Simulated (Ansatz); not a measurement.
**HgTe under changes of volume**

One of the cells (32.157 Å³/atom); the others are scaled copies at fixed shape and fractional positions:

```
Hg Te
1.0
     0.00000    3.18000    3.18000
     3.18000    0.00000    3.18000
     3.18000    3.18000    0.00000
Hg Te
1 1
Direct
  0.00000 0.00000 0.00000
  0.50000 0.50000 0.50000
```

Measurements of this composition are mostly on another form, of space group No. 216.

- Program: Ansatz 0.2.0
- Functional: HSE06
- Potentials or basis: Ansatz PAW
- Cutoff: 420 eV (not typed: the program's choice for these potentials)
- k mesh: 4 × 4 × 4
- Occupations: fermi-dirac, width 0.05 eV
- Spin: no spin polarisation

```csv
volume (Å³/atom),energy over the lowest point (meV/atom),pressure (GPa)
30.228,0.00,-2.3
30.871,10.82,-3.1
31.514,24.59,-3.7
32.157,?,?
32.801,59.21,-4.8
33.444,79.43,-5.2
34.087,101.26,-5.6
```

Question: What does the run at 32.157 Å³/atom give?

Answer: Energy over the lowest point 40.83 meV/atom; pressure -4.3 GPa.

Worked out: A Birch-Murnaghan fit of order 3 (a polynomial in V^(-2/3)) to the other rows has no minimum within the range. It gives 40.80 meV/atom at 32.157 Å³/atom, against the run's 40.83, and -dE/dV = -4.3 GPa, against -4.3.

Energies are extrapolated to zero smearing.

Caveats: all runs use coarse meshes; the PAW data sets come from PBE, with cores solved anew for the run's functional, which leaves a small shift of forces and pressure; the thresholds are loose for stress.
